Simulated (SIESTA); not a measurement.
A run of SIESTA 5.4.2:

Contents of NaCl.fdf:

```
SystemName                      NaCl
SystemLabel                     NaCl
NumberOfSpecies                 2
NumberOfAtoms                   2
%block ChemicalSpeciesLabel
  1  17 Cl
  2  11 Na
%endblock ChemicalSpeciesLabel
%include structure.fdf

%block kgrid.MonkhorstPack
    8   0   0  0.0
    0   8   0  0.0
    0   0   8  0.0
%endblock kgrid.MonkhorstPack
XC.Functional                   GGA
XC.Authors                      PBE
PAO.BasisSize                   TZP
PAO.EnergyShift                 0.003 Ry
Mesh.Cutoff                     800 Ry
OccupationFunction              FD
ElectronicTemperature           0.05 eV
MaxSCFIterations                120
SCF.MustConverge                false
SCF.Mixer.Method                Pulay
SCF.Mixer.Weight                0.25
SCF.Mixer.History               8
SCF.DM.Tolerance                5.0e-05
SCF.H.Tolerance                 1.0e-03 eV
WriteForces                     true
Charge.Mulliken                 end
BandLinesScale                  ReciprocalLatticeVectors
%block BandLines
    1    0.000000   0.000000   0.000000  \Gamma
   12    0.500000   0.000000   0.500000  X
    6    0.500000   0.250000   0.750000  W
    4    0.375000   0.375000   0.750000  K
   13    0.000000   0.000000   0.000000  \Gamma
   11    0.500000   0.500000   0.500000  L
    8    0.625000   0.250000   0.625000  U
    4    0.500000   0.250000   0.750000  W
    9    0.500000   0.500000   0.500000  L
    8    0.375000   0.375000   0.750000  K
    1    0.625000   0.250000   0.625000  U
    4    0.500000   0.000000   0.500000  X
%endblock BandLines
%block PAO.Basis
  Na 4
  n=2 0 2
    2.919 0.000
  n=3 0 3
    9.500 0.000 0.000
  n=2 1 2
    3.442 0.000
  n=3 1 1
    9.500
%endblock PAO.Basis
```

structure.fdf

```
LatticeConstant                 1.0 Ang
%block LatticeVectors
     0.0000000000     2.7940632177     2.7940632177
     2.7940632177     0.0000000000     2.7940632177
     2.7940632177     2.7940632177     0.0000000000
%endblock LatticeVectors
AtomicCoordinatesFormat         Fractional
%block AtomicCoordinatesAndAtomicSpecies
     0.5000000000     0.5000000000     0.5000000000  1  Cl
     0.0000000000     0.0000000000     0.0000000000  2  Na
%endblock AtomicCoordinatesAndAtomicSpecies
```

Potentials or basis: PseudoDojo 0.4 standard (PBE files), TZP (energy shift 0.003 Ry; two zetas on semicore shells).

The run is started by

```sh
$ siesta < NaCl.fdf > NaCl.out 2>&1
```

Hardware: 1 thread of Arm Neoverse V1, with other jobs on the host.

Question: How long does it take, and how much memory?

Answer: It took 33 s on 1 thread of Arm Neoverse V1, with other jobs on the host, peak memory 0.29 GiB. Counts: scf iterations 8, k points 296, bands 31.
